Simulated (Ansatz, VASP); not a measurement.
# Co in VASP and in Ansatz

```
Co
1.0
     2.43859    0.00000    0.00000
    -1.21930    2.11188    0.00000
     0.00000    0.00000    3.96680
Co
2
Direct
  0.66667 0.33333 0.75000
  0.33333 0.66667 0.25000
```

Change from the starting cell: volume scaled by 0.96.

Alike in both runs: task single point; functional LDA; k mesh 12 × 12 × 7; occupations fermi-dirac, width 0.05 eV; collinear spin.

|  | VASP | Ansatz |
| --- | --- | --- |
| version | VASP 6.6.1 | Ansatz 0.2.0 |
| potentials or method | VASP PAW LDA potentials, release 64 (Co), cutoff 520 eV | all-electron LAPW, scalar-relativistic |

VASP gave:

| Quantity | Value |
| --- | --- |
| gap on the k mesh at the Fermi level (eV) | none |
| pressure (GPa) | -6.6 |
| largest component of the traceless stress (GPa) | 1.90 |
| net moment per atom (μB) | 1.49 |
| size of the moment on the site where the two differ most (μB) | 1.49 |

Problem. Estimate Ansatz's values.

Solution. gap on the k mesh at the Fermi level (eV): none; pressure (GPa): -5.9; largest component of the traceless stress (GPa): 1.90; net moment per atom (μB): 1.50; size of the moment on the site where the two differ most (μB): 1.54.

Site moments also hang on the region over which each program counts them. A gap of «none» marks a metal or a gap that the smearing closes. Ansatz ran all-electron here, so the differences hold the error of VASP's frozen core and of both bases.
